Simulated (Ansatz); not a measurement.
Calculated with Ansatz (gas phase, PBE0-D4/def2-TZVP geometries, no zero-point term in ΔE). CCSD(T)/CBS adds triple-zeta CCSD(T) − MP2 to the extrapolated MP2 energy (def2 sets, frozen cores). Functionals use def2-TZVPP. HSE06 is defined as in plane-wave codes. For Br outer-core shells are correlated without core-valence functions, which leaves a few kJ/mol of doubt a bond. Scalar relativity is left out up to krypton. One conformer a species, not always the lowest.

`BBBr` + `CC(C)=O` → `BBC(C)=O` + `CBr`  (formal exchange of groups at a B–Br bond)

(1) Is it downhill or uphill in electronic energy at CCSD(T)/CBS, and by how much? (An estimate is asked.)

(2) What do these levels give: PBE0, HSE06, HF/def2-SVP, CCSD/def2-SVP, SCS-MP2/def2-TZVPP, CCSD/CBS(def2)? (Best estimate.)

Largest T1 diagnostic among the species: 0.019.

Results:

(1) The calculation gave: Uphill: ΔE = +1.35 eV.

(2) The calculation gave: PBE0 1.27, HSE06 1.27, HF/def2-SVP 1.52, CCSD/def2-SVP 1.50, SCS-MP2/def2-TZVPP 1.36, CCSD/CBS(def2) 1.37 eV.

At CCSD(T), def2-SVP lies +0.13 eV from the extrapolated value and def2-TZVPP −0.01 eV. Leaving LDA and LC-ωPBE aside and taking each functional with its dispersion term where it has one, the values, not all of them listed here, spread over 0.28 eV, from BLYP-D4 to PBE-QIDH. LDA lies +0.07 eV from PBE without D4.
